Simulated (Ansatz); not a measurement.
The cell is COD entry 1510711, as deposited and not checked against the literature; nothing was relaxed. The listed cell was then made from it by scaling, straining or moving an atom.

HfB2: DFT, PBE, all-electron LAPW, scalar-relativistic (Ansatz 0.2.0). What sets it apart from a plain run of this crystal: equal xx and yy strain of -2 %.

Command: `ansatz run input.yaml --threads 1 --pin off --max-ram 6144MiB --backend cpu --events-out ev --progress --plain --runs-dir out` The run took 43 s on 1 thread of Arm Neoverse V2, on a shared host, peak memory 0.56 GiB.

```yaml
crystal:
  lattice:
    - [3.0772000985, 0.0, 0.0]
    - [-1.5386000493, 2.6649334578, 0.0]
    - [0.0, 0.0, 3.48]
  atoms:
    - { symbol: Hf, position: [0.0, 0.0, 0.0] }
    - { symbol: B, position: [0.3333333333, 0.6666666667, 0.5] }
    - { symbol: B, position: [0.6666666667, 0.3333333333, 0.5] }
kpoints:
  mp_grid: { grid: [13, 13, 11] }
  band_path:
    path:
      - [0.0, 0.0, 0.0]
      - [0.5, 0.0, 0.0]
      - [0.3333333333, 0.3333333333, 0.0]
      - [0.0, 0.0, 0.0]
      - [0.0, 0.0, 0.5]
      - [0.5, 0.0, 0.5]
      - [0.3333333333, 0.3333333333, 0.5]
      - [0.0, 0.0, 0.5]
      - [0.5, 0.0, 0.5]
    npoints: 5
scf:
  occupations: { method: fermi_dirac, width: 0.05 }
hamiltonian:
  xc: pbe
  pseudopotentials: { kind: all_electron, lapw: { basis_error: 0.0005 } }
output:
  forces: true
  stress: true
  eigenvalues: true
```

Output (standing set-up lines are left out):

```
LAPW: plane waves up to 9.275 Å⁻¹, error target 5.0e-4 eV per atom; small_component_spin mean_spin; B in spheres of 0.888 Å, 5 of its electrons in bands, Dirac shells []; Hf in spheres of 1.367 Å, 42 of its electrons in bands, Dirac shells []
Crystal: 3 atoms, lattice volume = 28.538 Å³
Basis set: ecut = 327.75835340399345 eV, 389 PW (Γ), exchange–correlation at level 2
iter 1 solved again at ethr=6.86e-3 eV; its pass at ethr=1.00e-1 eV (dr2=3.57e0 eV) is discarded
SCF iter   1: F=—  HF=-411607.021101 eV  |F-HF|=—  |Δ(HF+E_count)|=         —  Δρ=8.17e-2  dr2=3.57e0  ethr=6.86e-3  ⟨swp⟩=2.0  Hψ=25095  notcnv=0
preconditioner: auto → Kerker (q_TF=auto, 3.015 Å⁻¹)  [metal: Δε(μ)=0.061 eV  Ē_g=17.758 eV  σ=0.050 eV  W_gap=0.30  n_scr=20 (ndim 8)  ℏωp=38.1 eV  f_vac=0.000  D(μ)=0.36/eV (n_scr^D=0)]
SCF iter   2: F=—  HF=-411605.930372 eV  |F-HF|=—  |Δ(HF+E_count)|=    1.09e0  Δρ=4.29e-2  dr2=1.00e0  ethr=6.86e-3  ⟨swp⟩=2.3  Hψ=11606  notcnv=0
SCF iter   3: F=—  HF=-411605.753142 eV  |F-HF|=—  |Δ(HF+E_count)|=   1.77e-1  Δρ=2.50e-2  dr2=3.61e-1  ethr=1.93e-3  ⟨swp⟩=2.0  Hψ=11502  notcnv=0
SCF iter   4: F=—  HF=-411605.599396 eV  |F-HF|=—  |Δ(HF+E_count)|=   1.54e-1  Δρ=1.18e-2  dr2=7.68e-2  ethr=6.93e-4  ⟨swp⟩=2.0  Hψ=12218  notcnv=0
iter 5 solved again at ethr=6.99e-6 eV; its pass at ethr=1.48e-4 eV (dr2=3.64e-3 eV) is discarded
SCF iter   5: F=—  HF=-411605.586914 eV  |F-HF|=—  |Δ(HF+E_count)|=         —  Δρ=2.82e-3  dr2=3.63e-3  ethr=6.99e-6  ⟨swp⟩=2.0  Hψ=20252  notcnv=0
the basis was enlarged: its passes take 409.0 KiB over the memory plan, 1 of 1 planned eigensolver slots
SCF iter   6: F=—  HF=-411605.586809 eV  |F-HF|=—  |Δ(HF+E_count)|=   1.05e-4  Δρ=1.10e-3  dr2=4.37e-4  ethr=6.98e-6  ⟨swp⟩=2.0  Hψ=11480  notcnv=0
SCF iter   7: F=—  HF=-411605.586783 eV  |F-HF|=—  |Δ(HF+E_count)|=   2.59e-5  Δρ=1.97e-4  dr2=1.15e-5  ethr=8.40e-7  ⟨swp⟩=2.0  Hψ=11480  notcnv=0
SCF iter   8: F=—  HF=-411605.586781 eV  |F-HF|=—  |Δ(HF+E_count)|=   1.73e-6  Δρ=5.79e-5  dr2=6.72e-7  ethr=2.21e-8  ⟨swp⟩=3.0  Hψ=11685  notcnv=0
SCF iter   9: F=-411605.586781 eV  HF=-411605.586781 eV  |F-HF|=3.49e-10  |Δ(HF+E_count)|=   1.03e-7  Δρ=1.30e-5  dr2=4.03e-8  ethr=1.29e-9  ⟨swp⟩=2.3  Hψ=11536  notcnv=0
SCF 1 converged in 9 iterations: F = -411605.586781 eV  dr2 = 4.03e-8
the search or the solves at the SCF's close seem to have found levels that the self-consistency loop had missed (the run counts 1). By its estimate they hold under 1e-12 electrons; where the run keeps them, the occupations were computed again with them
NSCF: frozen V_eff on 41 k-points
SCF converged after 9 iterations
Free energy (F): -411605.586781 eV
Harris-Foulkes:  -411605.586781 eV  (|F-HF|=3.49e-10)
Internal energy: -411605.585279 eV  (E = F + TS)
E sigma→0 (E₀):  -411605.586030 eV
Entropy (-TS):   -0.001502 eV (-0.501 meV/atom)
Fermi energy:    21.833161 eV
--- Per-component energies (eV) ---
  E_band       = -4337.523214
  E_kinetic    = 457834.075410
  E_xc         = -8641.878728
  E_electrostatic = -860797.781960  (all electrons and nuclei)
  E_smearing   = -0.001502  (= −TS)
  E_closure    = 0.000000  (closes the sum)
  E_atoms      = -411581.895154  (free atoms, spherical and without spin; not in F)
  Σ components = -411605.586781   (vs F -411605.586781, Δ=0.00e0)
  Basis errors (estimates in eV, not in F): energy 2.2e-4 per atom: plane waves 2.0e-4 (1.0e-4 summed), levels above the bands 5.8e-52, relativity 1.7e-8, radial functions 2.1e-5, core shells 1.2e-7; eigenvalues (radial functions only) 1.6e-6; not estimated: angular momenta, meshes, grids; target (lapw.basis_error) 5.0e-4; muffin-tin radii B 0.888 Å, Hf 1.367 Å
--- Forces (eV/Å), atoms counted from 1 ---
  atom   1  Hf    -0.00000000     0.00000000     0.00000000
  atom   2  B     -0.00000000     0.00000000     0.00000000
  atom   3  B      0.00000000    -0.00000000    -0.00000000
  max |Σ_I F_I| component: 3.70e-17 eV/Å
--- Stress (GPa, compression-positive) ---
       16.058676      -0.000000      -0.000000
       -0.000000      16.058676      -0.000000
       -0.000000      -0.000000       7.012239
  P = ⅓ Tr σ = 13.0432 GPa (130.432 kbar)
--- Band table (eV; the first three rows and the last of 126) ---
  k-point 0: bands = ["-351.4634", "-351.4350", "-351.4350", "-179.3173", "-179.3124", "-179.3124", "-179.2884", "-179.2884", "-151.5488", "-151.5350", "-39.9158", "-8.8270", "-8.2511", "-8.2511", "7.7716", "10.1240", "10.1386", "10.1645", "10.1645", "10.1653", "10.1653", "10.2686", "18.5460", "18.8681", "18.9137", "18.9137", "25.9866", "25.9866", "26.4272", "26.4272", "27.1065", "27.1065"]
  k-point 1: bands = ["-351.4634", "-351.4350", "-351.4350", "-179.3173", "-179.3124", "-179.3124", "-179.2884", "-179.2884", "-151.5488", "-151.5350", "-39.9152", "-8.8509", "-8.2495", "-8.2495", "7.9068", "10.1227", "10.1385", "10.1626", "10.1626", "10.1670", "10.1670", "10.2686", "17.5388", "18.9993", "18.9993", "19.8307", "25.0920", "25.0920", "26.1492", "26.1492", "27.4082", "28.2067"]
  k-point 2: bands = ["-351.4634", "-351.4350", "-351.4350", "-179.3173", "-179.3124", "-179.3124", "-179.2884", "-179.2884", "-151.5488", "-151.5350", "-39.9136", "-8.9143", "-8.2451", "-8.2451", "8.2951", "10.1198", "10.1384", "10.1577", "10.1577", "10.1717", "10.1717", "10.2687", "16.3537", "19.2515", "19.2515", "20.9105", "24.0273", "24.0273", "25.4319", "25.4319", "27.3727", "29.8734"]
  k-point 125: bands = ["-351.4634", "-351.4350", "-351.4350", "-179.3173", "-179.3124", "-179.3124", "-179.2884", "-179.2884", "-151.5426", "-151.5412", "-39.8378", "-8.9141", "-8.8747", "-8.7805", "10.1279", "10.1369", "10.1544", "10.1604", "10.1611", "10.1740", "10.2375", "12.1676", "12.9522", "16.0867", "18.5748", "18.5824", "26.2675", "27.6715", "28.6202", "28.6596", "29.5114", "29.5384"]
```
